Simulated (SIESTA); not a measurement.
NiO2:

```
Ni O
1.0
     2.91215    0.00000    0.00000
    -1.45608    2.52200    0.00000
     0.00000    0.00000   10.55527
Ni O
2 4
Direct
  0.00000 0.00000 0.50000
  0.00000 0.00000 0.00000
  0.33333 0.66667 0.58908
  0.33333 0.66667 0.91092
  0.66667 0.33333 0.41092
  0.66667 0.33333 0.08908
```

The cell comes from a database or a generator and needn't be the stable form of this composition.

| Item | Value |
| --- | --- |
| Program | SIESTA 5.4.2 |
| Task | single point |
| Functional | PBEsol |
| Potentials or basis | PseudoDojo 0.4 standard (PBEsol files) |
| Basis | DZP (energy shift 0.003 Ry; two zetas on semicore shells) |
| Grid cutoff | 800 Ry |
| Energy shift | 0.003 Ry |
| k mesh | 10 × 10 × 3 |
| Occupations | fermi-dirac, width 0.05 eV |
| Spin | collinear spin, ferromagnetic start |
| Starting moments | [1.0, 1.0, 0.0, 0.0, 0.0, 0.0] μB |

On this cell: pressure -13.7 GPa; largest force 0.742 eV/Å; net moment 0.00 μB per cell; band gap on the k mesh 0.84 eV, indirect (least direct gap 1.13 eV).

The same run follows on a disturbed copy (atoms moved at random, drawn with an rms of 0.05 Å):

```xyz
6
Lattice="2.9122 0.0000 0.0000 -1.4561 2.5220 0.0000 0.0000 0.0000 10.5553" Properties=species:S:1:pos:R:3 pbc="T T T"
Ni    0.0104    0.0008    5.3182
Ni   -0.0666   -0.0154    0.0500
O     0.0150    1.6475    6.2297
O    -0.0334    1.7115    9.6672
O     1.4703    0.8154    4.3396
O     1.4436    0.8471    0.9800
```

What does the disturbed cell give?

The energy moves by +8.5 meV/atom; pressure -13.3 GPa; largest force 1.257 eV/Å; net moment 0.00 μB per cell; band gap on the k mesh 0.82 eV, indirect (least direct gap 1.11 eV).

Forces on the atoms (eV/Å):
```
Ni   0.072 -0.529 -0.886
Ni   0.764  0.561 -0.101
O   -0.041  0.337 -0.353
O   -0.286 -0.410  0.662
O   -0.031  0.191  1.242
O   -0.477 -0.150 -0.563
```

Stress tensor (GPa, compression positive):
```
-16.69  -0.03  -0.38
 -0.03 -16.68   0.76
 -0.38   0.76  -6.48
```

Caveats: short orbitals over semicore shells can move pressures by several GPa; an odd mesh through Γ misses points on the zone boundary, where band edges often lie; the basis of atomic orbitals isn't converged, which shifts pressures, moduli and gaps.
